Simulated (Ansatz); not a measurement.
Nuclear-site quantities of KCl as the cell is scaled

```yaml
crystal:
  lattice:
    - [3.63400, 0.00000, 0.00000]
    - [0.00000, 3.63400, 0.00000]
    - [0.00000, 0.00000, 3.63400]
  atoms:
    - { symbol: K, position: [0.00000, 0.00000, 0.00000] }
    - { symbol: Cl, position: [0.50000, 0.50000, 0.50000] }
```

Atoms are numbered in the order listed.

The cell is COD entry 1000050, as deposited and not checked against the literature; nothing was relaxed.

These are results of DFT, PBE, all-electron PAW with datasets made for the crystal, scalar-relativistic in Ansatz 0.2.0, not measurements.

Sampling and basis: a Γ-centred 7×7×7 k mesh, Fermi–Dirac smearing of 0.02 eV, cutoff 260 eV (chosen by the program for this cell), no spin polarisation.

The contact density is the mean electron density over the nuclear volume; its changes follow the s electrons' response to bonding and compression. Changes below are taken from the unscaled cell, where it is 34807.7 e/Å³ at K1, 24118 e/Å³ at Cl2.

Volumes at which the program chose other datasets or cutoffs are left out.

The datasets are made afresh for each cell, so very small changes are uncertain.

Problem. Does compression raise or lower the contact density at Cl2?

Solution. It lowers it, by 0.26 e/Å³ over the whole range.

Problem. Tabulate the changes with volume.

Solution. 
```
V/V(cell)  P (GPa)  Δρ(0) K1 (e/Å³)  Δρ(0) Cl2 (e/Å³)
   0.9400      7.2             0.20             -0.16
   0.9405      7.1             0.20             -0.16
   0.9600      6.2             0.13             -0.11
   0.9800      5.3             0.06             -0.05
   0.9900      4.9             0.03             -0.03
   1.0000      4.5             0.00              0.00
   1.0100      4.1            -0.03              0.03
   1.0200      3.7            -0.06              0.05
   1.0400      3.1            -0.12              0.10
```
